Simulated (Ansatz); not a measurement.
Ir under changes of volume

One of the cells (14.627 Å³/atom); the others are scaled copies at fixed shape and fractional positions:

```
Ir
1.0
     2.75138    0.00000    0.00000
    -1.37569    2.38276    0.00000
     0.00000    0.00000    4.46229
Ir
2
Cartesian
  0.0000 1.5885 1.1156
  1.3757 0.7943 3.3467
```

This isn't the form of Ir at room conditions, which is fcc.

| Quantity | Value |
| --- | --- |
| Program | Ansatz 0.2.0 |
| Functional | PBE0 |
| Potentials or basis | Ansatz PAW |
| Cutoff | 420 eV (not typed: the program's choice for these potentials) |
| k mesh | 6 × 6 × 4 |
| Occupations | fermi-dirac, width 0.05 eV |
| Spin | no spin polarisation |

```tsv
volume (Å³/atom)	energy over the lowest point (meV/atom)	pressure (GPa)
13.749	6.80	8.2
14.042	0.00	-0.6
14.335	8.30	-8.4
14.627	29.93	-15.2
14.920	63.30	-21.2
15.212	106.95	-26.5
15.505	?	?
```

Problem. What does the run at 15.505 Å³/atom give?

Solution. Energy over the lowest point 159.67 meV/atom; pressure -31.1 GPa.

Worked out: A Birch-Murnaghan fit of order 3 (a polynomial in V^(-2/3)) to the other rows has its minimum at 14.02 Å³/atom with B0 = V·E''(V) = 399 GPa and B' = 5.0 at fixed shape and positions, which overstates the stiffness. It gives 159.86 meV/atom at 15.505 Å³/atom, against the run's 159.67, and -dE/dV = -31.2 GPa, against -31.1.

Energies are extrapolated to zero smearing.

Caveats: all runs use coarse meshes; the PAW data sets come from PBE, with cores solved anew for the run's functional, which leaves a small shift of forces and pressure; the thresholds are loose for stress.
